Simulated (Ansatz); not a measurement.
The system is SiNi.

```
CELL_PARAMETERS angstrom
2.94277 0.00000 0.00000
0.00000 3.28033 0.00000
0.00000 0.00000 4.67745
ATOMIC_POSITIONS crystal
Ni 0.50000 0.50000 0.34250
Ni 0.00000 0.00000 0.65750
Si 0.50000 0.50000 0.84314
Si 0.00000 0.00000 0.15686
```

The cell is a database's computed one.

Base run:

* Program: Ansatz 0.2.0
* Functional: PBE
* Potentials or basis: Ansatz PAW
* Cutoff: 420 eV (not typed: the program's choice for these potentials)
* k mesh: 8 × 7 × 5
* Occupations: fermi-dirac, width 0.05 eV
* Spin: collinear spin, ferromagnetic start
* Starting moments: [1.5, 1.5, 0.0, 0.0] μB
* Fixed moment: 3 μB

Its results: pressure 21.2 GPa; site moments Ni +0.94; Si +0.25 μB; largest force 0.837 eV/Å.

**Question.** The run is repeated on the same cell with these changes: fixed moment from 3 μB to 0.5 μB; moments at the start from [1.5, 1.5, 0.0, 0.0] to [0.25, 0.25, 0.0, 0.0]. What comes out?

**Answer.** Pressure 7.4 GPa; site moments Ni +0.17; Si +0.04 μB; largest force 0.107 eV/Å.

Caveats: the total moment is fixed, so each spin has its own Fermi level; the thresholds are loose for stress.
